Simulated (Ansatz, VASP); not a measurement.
# Two plane-wave programs on Ge2N

```
CELL_PARAMETERS angstrom
4.30475 0.00000 0.00000
-2.15238 3.72802 0.00000
0.00000 0.00000 2.82373
ATOMIC_POSITIONS crystal
Ge 0.33333 0.66667 0.50000
Ge 0.66667 0.33333 0.50000
N 0.00000 0.00000 0.00000
```

Alike in both runs: functional PBE; k mesh 12 × 12 × 16; occupations gaussian, width 0.1 eV; no spin polarisation.

Ansatz relaxed the structure, and its values are those at the end. VASP's run is a single point on that final structure, the one shown.

```csv
,VASP,Ansatz
version,VASP 6.6.1,Ansatz 0.2.0
potentials or method,"VASP PAW PBE potentials, release 64 (Ge_d, N)","scalar-relativistic, plane waves, PAW"
plane-wave cutoff (eV),520,420
valence electrons in the cell,33,33
```

```csv
,VASP,Ansatz,Ansatz less VASP
gap on the k mesh at the Fermi level (eV),none,none,-
pressure (GPa),0.0,0.0,+0.03
```

A gap of «none» marks a metal or a gap that the smearing closes. With one functional, cell and mesh, what is left measures potentials, basis and numerics.
